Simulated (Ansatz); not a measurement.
Runs of Ansatz 0.2.0 on MnS. Symmetry: F-43m, No. 216, cubic system. Conventional cell: a = 4.947 Å, b = 4.947 Å, c = 4.947 Å, α = 90.00°, β = 90.00°, γ = 90.00°. Mn (site symmetry -43m) is surrounded by 4 S at 2.14 Å. Around S (site symmetry -43m) lie 4 Mn at 2.14 Å. The cell is a database's computed one.

```csv
task,level,spin,U,fixed moment (μB),k mesh,cutoff (eV),points for each segment of the path,hubbard projectors,double counting,pressure (GPa),moment (μB)
single point,PBE,"collinear, program default start",-,0.0,8 × 8 × 8,420,-,-,-,(a),0.00
single point,PBE,"collinear, ferromagnetic start",-,3.0,8 × 8 × 8,420,-,-,-,23.6,3.00
single point,PBE,"collinear, ferromagnetic start",-,8.0,8 × 8 × 8,420,-,-,-,106.4,8.00
band structure,r2SCAN+U,"collinear, ferromagnetic start",Mn d U = 1 eV,-,9 × 9 × 9,500,14,ortho-atomic (the default),fll (the default),43.8,4.19
single point,PBE,"collinear, ferromagnetic start",-,4.0,8 × 8 × 8,420,-,-,-,38.2,4.00
```

Alike in all rows: potentials or basis Ansatz PAW; cell as given; smearing fermi-dirac 0.05 eV.

Problem. Estimate the missing entries.

Solution. (a) 2.8.

Caveats: the total moment is fixed, so each spin has its own Fermi level (some runs); the thresholds are loose for stress (some runs); a cell with one magnetic atom can't hold antiferromagnetic order, which such compounds often take (some runs); a pressure of tens of GPa on the cell as given is suspect, and the run, the potentials or the cell itself is likely at fault (some runs); the magnetic or orbital state may not be the lowest (some runs); the PAW data sets come from PBE, with cores solved anew for the run's functional, which leaves a small shift of forces and pressure (some runs).
